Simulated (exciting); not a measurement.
Consider KI, space group Pm-3m.

```
I K
1.0
     4.29120    0.00000    0.00000
     0.00000    4.29120    0.00000
     0.00000    0.00000    4.29120
I K
1 1
Direct
  0.50000 0.50000 0.50000
  0.00000 0.00000 0.00000
```

Absorber: atom 1, with 8 K at 3.72 Å (cubic, site symmetry m-3m). Method: exciting, all-electron LAPW+lo, LDA, exchange and screened direct term (singlet BSE), 3×3×3 shifted k points, 33 conduction bands, |G+q| up to 3 bohr⁻¹ (2 in the exchange term), full RPA screening with nempty = 60, Lorentzian half width 1.54 eV.

Q: What does the I L₃ spectrum look like, and is there a bound core exciton?

Bound core exciton? Yes on this mesh: the first bright state (over 5 % of the brightest) lies at -0.61 eV from the Kohn–Sham onset and at -1.41 eV from the lowest bare transition of its own mesh. Maxima (height): 9.4 eV (1.00).

Energy from the Kohn–Sham onset, core level to the lowest empty state found on the meshes used; Im ε in relative units:

```
E (eV)  Im ε
 -11.5  0.03
 -11.0  0.03
 -10.5  0.03
 -10.0  0.03
  -9.5  0.04
  -9.0  0.04
  -8.5  0.04
  -8.0  0.05
  -7.5  0.05
  -7.0  0.05
  -6.5  0.06
  -6.0  0.07
  -5.5  0.07
  -5.0  0.08
  -4.5  0.10
  -4.0  0.11
  -3.5  0.13
  -3.0  0.16
  -2.5  0.19
  -2.0  0.24
  -1.5  0.31
  -1.0  0.40
  -0.5  0.51
   0.0  0.60
   0.5  0.67
   1.0  0.69
   1.5  0.70
   2.0  0.69
   2.5  0.69
   3.0  0.70
   3.5  0.71
   4.0  0.72
   4.5  0.74
   5.0  0.77
   5.5  0.79
   6.0  0.80
   6.5  0.80
   7.0  0.81
   7.5  0.84
   8.0  0.90
   8.5  0.96
   9.0  0.99
   9.5  1.00
  10.0  0.98
  10.5  0.94
  11.0  0.89
  11.5  0.84
  12.0  0.79
  12.5  0.76
  13.0  0.73
  13.5  0.71
  14.0  0.70
  14.5  0.68
  15.0  0.66
  15.5  0.64
  16.0  0.63
  16.5  0.62
  17.0  0.62
  17.5  0.61
  18.0  0.59
  18.5  0.57
  19.0  0.55
  19.5  0.53
  20.0  0.51
```

Binding energies aren't converged on 27 k points, and fine structure above the first lines is partly noise of the mesh. The kernel cutoff is low for a compact core orbital, so the effect of exchange is a lower bound. The zero comes from the unshifted 3×3×3 ground-state mesh; it is exact only where the band minimum lies on that mesh. The conduction states carry no spin here, so the exchange coupling to the spinor core hole is only partly held. This core level is treated alone, with no coupling to its spin–orbit partner. The structure is a Materials Project entry, computed there, and may be a hypothetical form.

[Banner, clock and machine lines of the logs are left out without a mark of their own.]

[Logs are printed without paths, hosts, clocks, repeated set-up lines and the standing remarks that a program may print on its own settings, such as how far it seeks lower states.]

[Hosts, paths, dates, database ids (printed as entryN), source tags and the programs' standing remarks are cut or masked in the printed files.]
